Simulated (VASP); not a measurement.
Set up this calculation in VASP 6.6.1, as the native input.

```
Task                   : electrostatic potential
Functional             : PBE
Potentials or basis    : VASP PAW PBE potentials, release 64 (Pb_d, Se)
Cutoff                 : 520 eV
k mesh                 : 10 × 10 × 10
Occupations            : gaussian, width 0.02 eV
Spin                   : no spin polarisation
Further INCAR settings : ALGO = Fast; EDIFF = 1e-06
```

The structure of PbSe lies in POSCAR:

```
PbSe
1.0
    0.0000000000      3.0600000000      3.0600000000
    3.0600000000      0.0000000000      3.0600000000
    3.0600000000      3.0600000000      0.0000000000
Pb Se
1 1
Direct
    0.0000000000      0.0000000000      0.0000000000
    0.5000000000      0.5000000000      0.5000000000
```

The cell was built by a generator and needn't be a form met in nature.

One way to write it, as run:

INCAR

```
SYSTEM = PbSe
PREC = Accurate ; ENCUT = 520
EDIFF = 1E-6 ; ISMEAR = 0
SIGMA = 0.02 ; LREAL = .False.
LASPH = .True. ; NELM = 60
ALGO = Fast ; ISIF = 2
LWAVE = .False. ; LCHARG = .True.
GGA = PE ; LVHAR = .True.
```

KPOINTS

```
Automatic mesh
0
Gamma
  10 10 10
  0 0 0
```

Potentials or basis: VASP PAW PBE potentials, release 64 (Pb_d, Se).

Launch:

```console
$ cat potpaw_PBE.64/Pb_d/POTCAR potpaw_PBE.64/Se/POTCAR > POTCAR
$ mpirun -np 1 vasp_std > vasp.out
```

Results of the run:

* Pressure: 2.5 GPa
* Band gap on the k mesh: 0.29 eV, direct

Caveat: spin-orbit coupling is left out, which as a rule narrows the gap of such compounds by several tenths of an eV.

Run time: 21 s on 1 thread of Intel(R) Xeon(R) Platinum 8488C (Sapphire Rapids) (shared host), peak memory 0.2 GiB.
